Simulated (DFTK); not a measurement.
NiO under changes of volume

One of the cells (9.257 Å³/atom); the others are scaled copies at fixed shape and fractional positions:

```
Ni O
1.0
     0.00000    2.09972    2.09972
     2.09972    0.00000    2.09972
     2.09972    2.09972    0.00000
Ni O
1 1
Direct
  0.00000 0.00000 0.00000
  0.50000 0.50000 0.50000
```

```yaml
Program: DFTK 0.8.2
Functional: LDA
Potentials_or_basis: dojo.nc.sr.lda.v0_4_1.standard.upf (LDA)
Cutoff: 1333 eV
k_mesh: 7 × 7 × 7
Occupations: fermi-dirac, width 0.05 eV
Spin: collinear spin, ferromagnetic start
Starting_moments: "[1.0, 0.0] μB"
```

```tsv
volume (Å³/atom)	energy over the lowest point (meV/atom)	pressure (GPa)	moment (μB per cell)
8.531	0.00	-8.2	0.13
9.076	?	?	?
9.257	74.57	-23.2	0.44
9.439	102.34	-25.9	0.46
9.620	133.02	-28.3	0.48
```

Q: What does the run at 9.076 Å³/atom give?

A: Energy over the lowest point 50.11 meV/atom; pressure -20.1 GPa; moment 0.41 μB per cell.

Worked out: A Birch-Murnaghan fit of order 2 (a polynomial in V^(-2/3)) to the other rows has no minimum within the range. It gives 50.08 meV/atom at 9.076 Å³/atom, against the run's 50.11, and -dE/dV = -20.1 GPa, against -20.1. A parabola through the other rows of the moment, of slope 0.319 μB per Å³/atom there, gives 0.39 μB, against the run's 0.41.

Energies are extrapolated to zero smearing.

Caveats: all runs use coarse meshes; a cell with one magnetic atom can't hold antiferromagnetic order, which such compounds often take (some runs).
